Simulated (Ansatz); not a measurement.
Input and command of a calculation in Ansatz (plane waves; scalar-relativistic PAW potentials unless the input names others):

```yaml
crystal:
  lattice:
    - [0.0, 3.1561, 3.1561]
    - [3.1561, 0.0, 3.1561]
    - [3.1561, 3.1561, 0.0]
  atoms:
    - { symbol: K, position: [0.0237635056, 0.0237635056, -0.0237635056] }
    - { symbol: Cl, position: [0.5, 0.5, 0.5] }
kpoints:
  mp_grid: { grid: [6, 6, 6] }
hamiltonian:
  xc: pbe
  pseudopotentials: { kind: nc, accuracy: standard }
scf:
  occupations: { method: gaussian, width: 0.02 }
output:
  forces: true
  eigenvalues: true
  stress: true
```

```bash
ansatz run input.yaml --threads 1 --pin off --max-ram 1331MiB --backend cpu --events-out ev --progress --plain --runs-dir out
```

Abridged log:
```
Basis set: ecut = 1006.821291 eV, 4573 PW (Γ), exchange–correlation on 96×96×96 points (8 copies of the dense FFT grid, shifted against one another)
Bands: 12, of which v1, the nominal top of the filled ones, is band 8 counted from 1 (7 counted from 0)
Symmetry: 8 space group operations
k-points: 30 of 216 (time reversal used)
SCF iter   1: F=—  HF=-1268.818621 eV  |F-HF|=—  |Δ(HF+E_count)|=         —  Δρ=4.51e-2  dr2=1.92e0  ethr=3.10e-3  ⟨swp⟩=9.3  Hψ=3533  notcnv=0
SCF iter   2: F=—  HF=-1268.003271 eV  |F-HF|=—  |Δ(HF+E_count)|=   8.15e-1  Δρ=1.07e-2  dr2=1.10e-1  ethr=3.10e-3  ⟨swp⟩=4.2  Hψ=1143  notcnv=0
SCF iter   3: F=—  HF=-1267.988530 eV  |F-HF|=—  |Δ(HF+E_count)|=   1.47e-2  Δρ=4.54e-3  dr2=1.27e-2  ethr=6.86e-4  ⟨swp⟩=3.2  Hψ=647  notcnv=0
SCF iter   4: F=—  HF=-1267.993924 eV  |F-HF|=—  |Δ(HF+E_count)|=   5.39e-3  Δρ=1.47e-3  dr2=1.95e-3  ethr=7.97e-5  ⟨swp⟩=4.5  Hψ=748  notcnv=0
SCF iter   5: F=—  HF=-1267.995102 eV  |F-HF|=—  |Δ(HF+E_count)|=   1.18e-3  Δρ=2.10e-4  dr2=4.41e-5  ethr=1.22e-5  ⟨swp⟩=3.3  Hψ=707  notcnv=0
SCF iter   6: F=—  HF=-1267.995124 eV  |F-HF|=—  |Δ(HF+E_count)|=   2.22e-5  Δρ=4.29e-5  dr2=1.32e-6  ethr=2.76e-7  ⟨swp⟩=2.3  Hψ=655  notcnv=0
SCF iter   7: F=-1267.995126 eV  HF=-1267.995126 eV  |F-HF|=8.87e-9  |Δ(HF+E_count)|=   1.57e-6  Δρ=3.95e-6  dr2=8.11e-9  ethr=6.25e-10  ⟨swp⟩=12.3  Hψ=2978  notcnv=0
SCF 1 converged in 7 iterations: F = -1267.995126 eV  dr2 = 8.11e-9
SCF converged after 7 iterations
Free energy (F): -1267.995126 eV
Harris-Foulkes:  -1267.995126 eV  (|F-HF|=8.87e-9)
Internal energy: -1267.995126 eV  (E = F + TS)
E sigma→0 (E₀):  -1267.995126 eV
Fermi energy:    3.416965 eV
--- Forces (eV/Å), atoms counted from 1 ---
  atom   1  K      0.00000000     0.00000000    -0.20428240
  atom   2  Cl     0.00000000     0.00000000     0.20423784
--- Stress (GPa, compression-positive) ---
        0.530103       0.000000       0.000000
        0.000000       0.530103       0.000000
        0.000000       0.000000       1.099714
  P = ⅓ Tr σ = 0.7200 GPa (7.200 kbar)
```

Apart from outputs and empty bands, the input differs from a reference run on usual settings in hamiltonian.pseudopotentials: not typed → {"kind": "nc", "accuracy": "standard"}; basis.ecutwfc: 420 → not typed. The reference, at the same geometry (not necessarily relaxed), gave pressure 0.73 GPa, largest force 0.205 eV/Å, gap on the mesh 5.16 eV. This run converged in 7 SCF iterations (reference: 6) with a total energy on another zero, pressure 0.72 GPa, largest force 0.204 eV/Å, gap on the mesh 5.16 eV.